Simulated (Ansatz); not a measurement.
## NiO: reading a single point

```
Ni O
1.0
     0.00418    2.05575    2.05283
     2.06998   -0.00922    2.06622
     2.03219    2.03135    0.02858
Ni O
1 1
Direct
  0.96444 0.07732 0.95464
  0.49375 0.46783 0.56066
```

Level: PBEsol, spin-orbit coupling; 420 eV; 7×7×8 (shifted by 0.5, 0.5, 0.5 steps) mesh; gaussian occupations (width 0.0218 eV); Ansatz 0.2.0, fixed geometry.

Magnetic state (reached from a saved solution, and it need not be the lowest): Ni1 along (0.06, 0.99, -0.14), O2 along (0.06, 0.99, -0.14).

**Formation energy.** -0.37 eV an atom against the elements' usual phases (free molecules for gases, crystals otherwise, with no correction for O₂ or N₂), so it is bound against them; other compounds may still compete. Relaxing would lower it.
**Stress.** The pressure is 21.8 GPa (compression positive), so with the atoms held at these fractions the cell would first expand; the forces are large, so a full relaxation may end otherwise. The principal stresses 6.6, 16.6, 42.1 GPa differ, so its shape would change too.
**Moments.** Ni1 1.43, O2 0.37 μB of spin moment in Bader basins; net size 1.80 μB a cell.
**Charges.** Bader charges in e: Ni +1.10, O -1.10. In the mean Ni gives up most and O takes most.
**Electronic structure.** It is a metal, with about 1.2 states/eV a cell as the mean within 0.25 eV of the Fermi level, mostly Ni d (70 %) and O p (26 %).

Origin: a strained cell with displaced atoms, so it need not be a known compound. Caveats: semilocal functionals often miss the gap of such magnets; the k mesh is coarse if the cell is a metal; atoms or cell far from equilibrium; the SCF threshold is loose for a stress.
